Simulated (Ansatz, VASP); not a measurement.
Given: the input of a run of VASP 6.6.1 on CaO. The cell is a database's computed one, not the measured one.

Contents of INCAR:

```
SYSTEM = CaO
PREC = Accurate
ENCUT = 520
EDIFF = 1E-6
ISMEAR = 0
SIGMA = 0.05
LREAL = .False.
LASPH = .True.
NELM = 100
ALGO = Normal
ISIF = 2
LWAVE = .False.
LCHARG = .False.
GGA = PS
```

The input KPOINTS:

```
regular mesh
0
Gamma
  10 10 10
  0 0 0
```

The input POSCAR:

```
CaO
1.0
    0.0000000000      2.4035556960      2.4035556960
    2.4035556960      0.0000000000      2.4035556960
    2.4035556960      2.4035556960      0.0000000000
Ca O
1 1
Cartesian
    0.0000000000      0.0000000000      0.0000000000
    2.4035556960      2.4035556960      2.4035556960
```

Potentials or basis: VASP PAW PBE potentials, release 64 (Ca_sv, O).

Run with:

```console
$ cat potpaw_PBE.64/Ca_sv/POTCAR potpaw_PBE.64/O/POTCAR > POTCAR
$ mpirun -np 1 vasp_std > vasp.out
```

Q: Set up the same calculation for Ansatz 0.2.0. Potentials or basis there: Ansatz PAW, cutoff 420 eV.

A: As run (cutoffs and basis follow the program's own potentials, and thresholds, step limits or extra output files can differ):

The input input.yaml:

```yaml
crystal:
  lattice:
    - [0.0, 2.403555696, 2.403555696]
    - [2.403555696, 0.0, 2.403555696]
    - [2.403555696, 2.403555696, 0.0]
  atoms:
    - { symbol: Ca, position: [0.0, 0.0, 0.0] }
    - { symbol: O, position: [0.5, 0.5, 0.5] }
hamiltonian:
  xc: pbesol
  pseudopotentials: { kind: paw }
kpoints:
  mp_grid: { grid: [10, 10, 10] }
scf:
  occupations: { method: gaussian, width: 0.05 }
output:
  forces: true
  stress: true
  eigenvalues: true
```

Potentials or basis: Ansatz PAW.

Run with:

```sh
$ ansatz run input.yaml --threads 2 --pin off --max-ram 5632MiB --backend cpu --events-out ev --progress --plain --runs-dir out
```

Both were run:

|  | VASP | Ansatz |
| --- | --- | --- |
| Pressure | -2.2 GPa | -2.7 GPa |

Ansatz's pressure holds a Pulay term of +0.44 GPa for its cutoff of 420 eV, which the other run lacks.

VASP's potentials were made for PBE. Ansatz's potentials were made for PBE.

Where Ansatz's input types no cutoff or centring, it takes its own default and a Γ-centred mesh.

Pressure is positive in compression.
